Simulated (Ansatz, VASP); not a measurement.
TaN: VASP beside Ansatz

```xyz
2
Lattice="0.0000 2.1790 2.1790 2.1790 0.0000 2.1790 2.1790 2.1790 0.0000" Properties=species:S:1:pos:R:3 pbc="T T T"
Ta    2.1790    2.1790    2.2540
N     0.0000    0.0000    0.0000
```

Change from the starting cell: all Ta atoms moved +0.075 Å, as atom 1 along Cartesian [0 0 1].

Alike in both runs: task single point; functional PBE; k mesh 18 × 18 × 18; occupations gaussian, width 0.15 eV; no spin polarisation.

```csv
,VASP,Ansatz
version,VASP 6.6.1,Ansatz 0.2.0
potentials or method,"VASP PAW PBE potentials, release 64 (Ta_pv, N)","scalar-relativistic, plane waves, PAW"
plane-wave cutoff (eV),520,420
valence electrons in the cell,16,18
```

```csv
,VASP,Ansatz,Ansatz less VASP
gap on the k mesh at the Fermi level (eV),none,none,-
pressure (GPa),16.5,15.6,-0.97
largest component of the traceless stress (GPa),2.09,2.05,-0.032
rms of the force components (eV/Å),0.411,0.409,-0.0012
```

Atom by atom the forces differ by 0.001 eV/Å (rms over components). A gap of «none» marks a metal or a gap that the smearing closes. With one functional, cell and mesh, what is left measures potentials, basis and numerics. The two sets of potentials don't hold the same shells in valence.

Caveats: so large a pressure means that the cell lies far from this level's equilibrium, or that cutoff or potentials fall short (VASP). The runs have no spin-orbit coupling, so splittings on Ta are missing.
